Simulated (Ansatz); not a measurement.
# ZnCu: the change of energy less free atoms and pressure with volume scale

All results are calculated (Ansatz 0.2.0). Periodic Kohn-Sham DFT of a crystal at fixed atoms, scaled to volume_scale times the given cell; pressure positive in compression, energy less spherical unpolarised free atoms, largest_vzz the field gradient of largest size among the nuclei.

The cell before it is scaled or strained (space group Pm-3m, No. 221):
```
ZnCu
1.0
      2.9450     0.0000     0.0000
      0.0000     2.9450     0.0000
      0.0000     0.0000     2.9450
Zn Cu
1 1
Direct
  0.50000 0.50000 0.50000
  0.00000 0.00000 0.00000
```

Settings of every row: method all-electron LAPW; functional PBE; relativity scalar; k mesh 14x14x14; filling fermi-dirac; smearing width 0.05 eV; basis error target 0.5 meV/atom; nucleus gaussian.

Atom start moment: 0 on all atoms.

| row | volume scale | V (Å³/atom) | energy less free atoms (eV/atom) | pressure (GPa) |
| --- | --- | --- | --- | --- |
| 1 | 0.9405 | 12.011 | -2.4935 | 11.247 |
| 2 | 0.98 | 12.516 | ? | ? |
| 3 | 1 | 12.771 | -2.5242 | 2.239 |
| 4 | 1.02 | 13.026 | -2.5259 | -0.145 |
| 5 | 1.06 | 13.537 | -2.5188 | -4.141 |

Question: what energy less free atoms and pressure should row 2 give?

Worked fit of energy less free atoms. Take u = (V_r/V)^(2/3) − 1 with V_r = 12.899 Å³ an atom, which is twice the finite (Eulerian) strain; such expansions in the strain, on which the Birch-Murnaghan equation of state is built, carry the rest volume and the bulk modulus. The shown rows have u = 0.0487, 0.00667, -0.00651, -0.03167. Least squares give energy less free atoms = −2.52553 + 0.1303 × u + 10.83 × u² eV/atom; a straight line predicts inner rows, each left out in turn, worse (root mean square 0.011 against 4.2e-05 eV/atom). All shown rows lie on it to the printed digit. Its lowest point lies at u = -0.0060, or V = 13.02 Å³ an atom, and the curvature there gives the bulk modulus at fixed shape and fractions, B = (4/9)(1 + u)² E″(u)/V = 117 GPa. The withheld row has u = 0.0203, so the fit gives −2.52553 + 0.1303 × (0.0203) + 10.83 × (0.0203)² = -2.5184 eV/atom.

The calculation gave -2.5186 eV/atom. The fit lies 0.0002 eV/atom (0.62 % of the column's range) above it; its largest miss of a shown row is 0.0000 eV/atom.

Worked fit of pressure. Take u = (V_r/V)^(2/3) − 1 with V_r = 12.899 Å³ an atom, which is twice the finite (Eulerian) strain; such expansions in the strain, on which the Birch-Murnaghan equation of state is built, carry the rest volume and the bulk modulus. The shown rows have u = 0.0487, 0.00667, -0.00651, -0.03167. Least squares give pressure = 1.0064 + 181.327 × u + 594.34 × u² GPa; a straight line predicts inner rows, each left out in turn, worse (root mean square 0.6 against 0.0075 GPa). The rows lie off it by 0.000, -0.003, 0.004, -0.001. The pressure vanishes at u = -0.0057, or V = 13.01 Å³ an atom, and there the bulk modulus at fixed shape and fractions is B = −V dP/dV = (2/3)(1 + u) dP/du = 116 GPa. The withheld row has u = 0.0203, so the fit gives 1.0064 + 181.327 × (0.0203) + 594.34 × (0.0203)² = 4.932 GPa.

The calculation gave 4.922 GPa. The fit lies 0.010 GPa (0.065 % of the column's range) above it; its largest miss of a shown row is 0.004 GPa.
